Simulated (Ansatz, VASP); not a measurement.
## One calculation of CuO (Tenorite), two programs

Contents of INCAR:

```
  ALGO = Normal
  EDIFF = 1E-7
  ENCUT = 520
  GGA = CA
  ISIF = 2
  ISMEAR = -1
  LASPH = True
  LCHARG = False
  LREAL = False
  LWAVE = False
  NBANDS = 25
  NELM = 60
  PREC = Accurate
  SIGMA = 0.05
```

The input KPOINTS:

```
k-points
0
Gamma
  10 10 5
```

File POSCAR:

```
CuO
1.0
    2.3446500000     -1.7134000000      0.0000000000
    2.3446500000      1.7134000000      0.0000000000
   -0.8605543552      0.0000000000      5.0594363927
Cu O
2 2
Direct
    0.4968000000      0.0032000000      0.5000000000
    0.0032000000      0.4968000000      0.0000000000
    0.4056000000      0.5714000000      0.7537000000
    0.5714000000      0.4056000000      0.2537000000
```

The input input.yaml:

```yaml
crystal:
  lattice:
    - [2.34465, -1.7134, 0.0]
    - [2.34465, 1.7134, 0.0]
    - [-0.8605543552, 0.0, 5.0594363927]
  atoms:
    - { symbol: Cu, position: [0.4968, 0.0032, 0.5] }
    - { symbol: Cu, position: [0.0032, 0.4968, 0.0] }
    - { symbol: O, position: [0.4056, 0.5714, 0.7537] }
    - { symbol: O, position: [0.5714, 0.4056, 0.2537] }
hamiltonian:
  xc: lda
  pseudopotentials: { kind: paw }
kpoints:
  mp_grid: { grid: [10, 10, 5] }
scf:
  occupations: { method: fermi_dirac, width: 0.05 }
output:
  forces: true
  stress: true
  eigenvalues: true
```

Alike in both runs: task single point; functional LDA; k mesh 10 × 10 × 5; occupations fermi-dirac, width 0.05 eV; no spin polarisation.

```csv
,VASP,Ansatz
version,VASP 6.6.1,Ansatz 0.2.0
potentials or method,"VASP PAW LDA potentials, release 64 (Cu, O)",Ansatz PAW
plane-wave cutoff (eV),520,420
valence electrons in the cell,34,50
```

VASP gave:

| Property | Result |
| --- | --- |
| gap on the k mesh at the Fermi level (eV) | none |
| pressure (GPa) | -8.8 |
| largest component of the traceless stress (GPa) | 3.29 |
| rms of the force components (eV/Å) | 0.428 |

Task: Which values does Ansatz return?

Result: gap on the k mesh at the Fermi level (eV): none; pressure (GPa): -9.6; largest component of the traceless stress (GPa): 3.70; rms of the force components (eV/Å): 0.421.

Atom by atom the forces differ by 0.026 eV/Å (rms over components). A gap of «none» marks a metal or a gap that the smearing closes. The two sets of potentials don't hold the same shells in valence.

Caveats: the run has no spin polarisation, though such a crystal can be magnetic; semilocal functionals often make such compounds metallic where correlation or magnetic order opens a gap, which also shifts bond lengths; the pressure holds a Pulay correction of +0.9 GPa for the finite cutoff (Ansatz); the PAW data sets come from PBE, with cores solved anew for the run's functional, which leaves a small shift of forces and pressure (Ansatz).
